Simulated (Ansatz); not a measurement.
A run of Ansatz 0.2.0 is set up as follows.

The input input.yaml:

```yaml
crystal:
  lattice:
    - [0.0, 2.72525, 2.72525]
    - [2.72525, 0.0, 2.72525]
    - [2.72525, 2.72525, 0.0]
  atoms:
    - { symbol: Ga, position: [0.0, 0.0, 0.0] }
    - { symbol: P, position: [0.75, 0.75, 0.75] }
hamiltonian:
  xc: r2scan
  pseudopotentials: { kind: paw_fr }
magnetization:
  noncollinear: true
  spin_orbit: true
kpoints:
  mp_grid: { grid: [6, 6, 6] }
  band_path:
    path:
      - [[0.0, 0.0, 0.0], [0.5, 0.0, 0.5], [0.5, 0.25, 0.75], [0.375, 0.375, 0.75], [0.0, 0.0, 0.0], [0.5, 0.5, 0.5], [0.625, 0.25, 0.625], [0.5, 0.25, 0.75], [0.5, 0.5, 0.5], [0.375, 0.375, 0.75]]
      - [[0.625, 0.25, 0.625], [0.5, 0.0, 0.5]]
    npoints: 14
scf:
  occupations: { method: fermi_dirac, width: 0.05 }
  n_extra_bands: 6
output:
  forces: true
  stress: true
  eigenvalues: true
  fatbands: true
  write_density: true
  write_potential: true
  elf: true
  volumetric_format: npy
```

Potentials or basis: Ansatz PAW.

Launch:

```sh
$ ansatz run input.yaml --threads 2 --pin off --max-ram 5632MiB --backend cpu --events-out ev --progress --plain --runs-dir out
```

(1) Estimate the band gap on the k mesh.

(2) What does it give for the band gap along the path?

Answers

(1) 1.88 eV, indirect (least direct gap 2.34 eV).

(2) 1.81 eV, indirect (least direct gap 2.34 eV).

Caveat: the k mesh misses the band edges, so the gap on the mesh is wider than the one along the path.

**The experiment to reproduce.**

“Stacking defects in GaP nanowires: Electronic structure and optical properties”, 2018, arxiv:1810.01194 quotes, for a bulk crystal of GaP at 10 K: band gap 2.34 eV (indirect).

Against the measured gap of GaP, 2.34 eV (indirect; 10 K; quoted in “Stacking defects in GaP nanowires: Electronic structure and optical properties”, 2018, arxiv:1810.01194), the calculated 1.81 eV is off by -0.53 eV. The value is that of r2SCAN, without temperature or zero-point motion.
